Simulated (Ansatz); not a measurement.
# In2GaP3: the cost of one run

Computed with Ansatz 0.2.0 (DFT PBE, scalar-relativistic, plane waves, PAW, unless a step's input says otherwise).

1 further run of the same task is left out (set aside as unsound or not needed).

### Step 1. The system as given

Symmetry: P-3m1, No. 164, trigonal system. Conventional cell: a = 3.834 Å, b = 3.834 Å, c = 9.358 Å, α = 90.00°, β = 90.00°, γ = 120.00°. Around In (site symmetry 3m) lie 6 P at 2.75 to 2.77 Å. Ga (site symmetry -3m) is surrounded by 6 P at 2.61 Å. Around P (site symmetry -3m) lie 6 In at 2.75 Å. P (site symmetry 3m) is surrounded by 3 Ga at 2.61 Å and 3 In at 2.77 Å.

Coordinates:

```
CELL_PARAMETERS angstrom
3.83404 0.00000 0.00000
-1.91702 3.32037 0.00000
0.00000 0.00000 9.35809
ATOMIC_POSITIONS crystal
In 0.33333 0.66667 0.67367
In 0.66667 0.33333 0.32633
Ga 0.00000 0.00000 0.00000
P 0.00000 0.00000 0.50000
P 0.33333 0.66667 0.14819
P 0.66667 0.33333 0.85181
```

The cell was relaxed beforehand at this level, from a generated guess; it is a trial structure. At a tolerance of 0.05 Å it has space group P-3m1 (No. 164); it has 19.86 Å³/atom, an uncorrected energy of +0.01 eV/atom over the elements.

### Step 2. Static run: bands, density of states and charges

input.yaml reads:

```yaml
crystal:
  lattice:
    - [3.8340365733, 0.0, 0.0]
    - [-1.9170182867, 3.3203730715, 0.0]
    - [0.0, 0.0, 9.3580850333]
  atoms:
    - { symbol: In, position: [0.3333333333, 0.6666666667, 0.6736683396] }
    - { symbol: In, position: [0.6666666667, 0.3333333333, 0.3263316604] }
    - { symbol: Ga, position: [0.0, 0.0, 0.0] }
    - { symbol: P, position: [0.0, 0.0, 0.5] }
    - { symbol: P, position: [0.3333333333, 0.6666666667, 0.1481884864] }
    - { symbol: P, position: [0.6666666667, 0.3333333333, 0.8518115136] }
basis:
  ecutwfc: 420
kpoints:
  mp_grid: { grid: [12, 12, 4] }
  band_path:
    path:
      - [[0.0, 0.0, 0.0], [0.5, 0.0, 0.0], [0.33333333, 0.33333333, 0.0], [0.0, 0.0, 0.0], [0.0, 0.0, 0.5], [0.5, 0.0, 0.5], [0.33333333, 0.33333333, 0.5], [0.0, 0.0, 0.5]]
      - [[0.5, 0.0, 0.5], [0.5, 0.0, 0.0]]
      - [[0.33333333, 0.33333333, 0.5], [0.33333333, 0.33333333, 0.0]]
    npoints: 14
hamiltonian:
  xc: pbe
scf:
  occupations: { method: gaussian, width: 0.1 }
  n_extra_bands: 15
output:
  forces: true
  stress: true
  eigenvalues: true
  populations: true
  dos: { projected: true, de: 0.02, nscf_kmesh: { grid: [15, 15, 5] } }
  bader: true
  write_density: true
  write_potential: true
  elf: true
  volumetric_format: npy
```

Launch:

```
$ ansatz run input.yaml --threads 1 --pin off --max-ram 2560MiB --backend cpu --events-out ev --progress --plain --runs-dir out
```

**Question.** How long does this run take on 1 thread of Arm Neoverse V2, shared host, and how much memory does it need?

About 95 s, with a peak of 0.66 GiB.
